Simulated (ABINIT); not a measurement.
The system is KCl (Sylvite).

```
K Cl
1.0
     0.00000    3.14647    3.14647
     3.14647    0.00000    3.14647
     3.14647    3.14647    0.00000
K Cl
1 1
Direct
  0.00000 0.00000 0.00000
  0.50000 0.50000 0.50000
```

Base run:

| Item | Value |
| --- | --- |
| Program | ABINIT 10.8.3 (patched build) |
| Functional | LDA |
| Potentials or basis | PseudoDojo NC SR LDA v0.4.1 standard |
| Cutoff | 871 eV |
| k mesh | 5 × 5 × 5 |
| Occupations | fermi-dirac, width 0.05 eV |
| Spin | no spin polarisation |

Its results: band gap on the k mesh 4.74 eV, direct; pressure -2.0 GPa.

Q: The run is repeated on the same cell with these changes: functional from LDA to PBEsol; potentials or basis from PseudoDojo NC SR LDA v0.4.1 standard to PseudoDojo NC SR PBEsol v0.4.1 standard; cutoff from 871 eV to 898 eV. What comes out?

A: Band gap on the k mesh 5.03 eV, direct; pressure -0.5 GPa.

Caveats: an odd mesh through Γ misses points on the zone boundary, where band edges often lie.

Not every run made on this cell is shown here.
